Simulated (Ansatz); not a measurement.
# Ta: the cost of one run

Method: DFT PBE, scalar-relativistic, plane waves, PAW, in Ansatz 0.2.0.

### 1 The starting structure

It takes space group Im-3m (No. 229, cubic). Conventional cell: a = 3.303 Å, b = 3.303 Å, c = 3.303 Å, α = 90.00°, β = 90.00°, γ = 90.00°. Around Ta (site symmetry m-3m) lie 8 Ta at 2.86 Å.

Coordinates:

```cif
data_structure
_symmetry_space_group_name_H-M 'Im-3m'
_symmetry_Int_Tables_number 229
_cell_length_a 3.3026
_cell_length_b 3.3026
_cell_length_c 3.3026
_cell_angle_alpha 90.000
_cell_angle_beta 90.000
_cell_angle_gamma 90.000
_cell_volume 36.02
loop_
_atom_site_label
_atom_site_type_symbol
_atom_site_symmetry_multiplicity
_atom_site_Wyckoff_symbol
_atom_site_fract_x
_atom_site_fract_y
_atom_site_fract_z
_atom_site_occupancy
Ta1 Ta 2 a 0.00000 0.00000 0.00000 1
```

No relaxation comes first: the listed cell is the starting point.

### 2 The reference cell

The cell is repeated 2 times, 2 atoms in all. The reference gives a free energy of -19864.5112 eV, pressure 3.02 GPa, largest force 0.000 eV/Å and gap on the mesh none (metal). It was computed beforehand with the settings of the runs below.

### 3 Next: freezing in a mode

Mode 6 of the phonon run on this cell, counted from the lowest, is frozen in: each atom moves by x times its row below, so x is the largest displacement.

```
atom     ux     uy      uz
 Ta1  0.000  0.000  -1.000
 Ta2  0.000  0.000   1.000
```

### 4 At x = -0.200 Å

Input file input.yaml:

```yaml
crystal:
  lattice:
    - [-1.65128, 1.65128, 1.65128]
    - [1.65128, -1.65128, 1.65128]
    - [3.30256, 3.30256, 0.0]
  atoms:
    - { symbol: Ta, position: [0.0605590814, 0.0605590814, 0.0] }
    - { symbol: Ta, position: [0.4394409186, 0.4394409186, 0.5] }
basis:
  ecutwfc: 420
kpoints:
  mp_grid: { grid: [18, 18, 10] }
hamiltonian:
  xc: pbe
scf:
  occupations: { method: gaussian, width: 0.15 }
output:
  forces: true
  stress: true
  eigenvalues: true
```

Launch:

```bash
$ ansatz run input.yaml --threads 2 --pin off --max-ram 5120MiB --backend cpu --events-out ev --progress --plain --runs-dir out
```

What time and memory should one allow on 2 threads of Arm Neoverse V1, shared host?

About 7.6 s, with a peak of 0.52 GiB.
